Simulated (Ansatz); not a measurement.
**P (P6_3/mmc) at 2 levels of theory**

One geometry, relaxed with PBE; plane waves with PAW potentials in Ansatz, scalar-relativistic. No spin polarisation. Gaps are the least over mesh and band path; pressure is positive in compression.

```
CELL_PARAMETERS angstrom
3.28107 0.00000 0.00000
-1.64053 2.84149 0.00000
0.00000 0.00000 37.69189
ATOMIC_POSITIONS crystal
P 0.00000 0.00000 0.18277
P 0.00000 0.00000 0.68277
P 0.00000 0.00000 0.31723
P 0.00000 0.00000 0.81723
P 0.33333 0.66667 0.51647
P 0.66667 0.33333 0.01647
P 0.33333 0.66667 0.98353
P 0.66667 0.33333 0.48353
P 0.33333 0.66667 0.64984
P 0.66667 0.33333 0.14984
P 0.33333 0.66667 0.85016
P 0.66667 0.33333 0.35016
```

```tsv
level	cutoff (eV)	k mesh	gap (eV)	pressure (GPa)
PBE	420	12×12×1	1.66	0.0
```

Task: What comes out on the same cell with r2SCAN?

Result:
| level | cutoff (eV) | k mesh | gap (eV) | pressure (GPa) |
| --- | --- | --- | --- | --- |
| r2SCAN | 500 | 12×12×1 | 1.93 | -0.9 |

The cell holds layers, chains or molecules and no dispersion correction was added, so their binding is poorly described.

The cell was found from a structure generator's guess, not taken from experiment.
